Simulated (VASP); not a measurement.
Input of a VASP 6.6.1 run:

INCAR

```
SYSTEM = Ca
ALGO = Fast
DIPOL = 0.5 0.5 0.257
EDIFF = 1E-6
ENCUT = 520
GGA = PE
IDIPOL = 3
ISIF = 2
ISMEAR = 0
LASPH = .TRUE.
LCHARG = .TRUE.
LDIPOL = .TRUE.
LELF = .TRUE.
LREAL = .FALSE.
LVACPOTAV = .TRUE.
LVHAR = .TRUE.
LWAVE = .FALSE.
NBANDS = 50
NELM = 60
PREC = Accurate
SIGMA = 0.1
```

Contents of KPOINTS:

```
k-points
0
G
  4 4 1
  0 0 0
```

Contents of POSCAR:

```
Ca
1.0
    7.8132359319      0.0000000000      0.0000000000
    0.0000000000      7.8132359319      0.0000000000
    0.0000000000      0.0000000000     20.6093934330
Ca
8
Direct
    0.2500000000      0.2500000000      0.1940862555
    0.2500000000      0.7500000000      0.1940862555
    0.7500000000      0.2500000000      0.1940862555
    0.7500000000      0.7500000000      0.1940862555
    0.0000000000      0.0000000000      0.3206981057
    0.0000000000      0.5000000000      0.3206981057
    0.5000000000      0.0000000000      0.3206981057
    0.5000000000      0.5000000000      0.3206981057
```

Potentials or basis: VASP PAW PBE potentials, release 64 (Ca_sv).

Launch:

```sh
$ cat potpaw_PBE.64/Ca_sv/POTCAR > POTCAR
$ mpirun -np 1 vasp_std > vasp.out
```

(1) Predict the work function of the lower face.

(2) Predict the largest force.

(3) Estimate the work function of the upper face.

(4) Predict the band gap on the k mesh.

Results:

(1) 2.66 eV.

(2) 0.013 eV/Å.

(3) 2.66 eV.

(4) none (metal or under the smearing width).
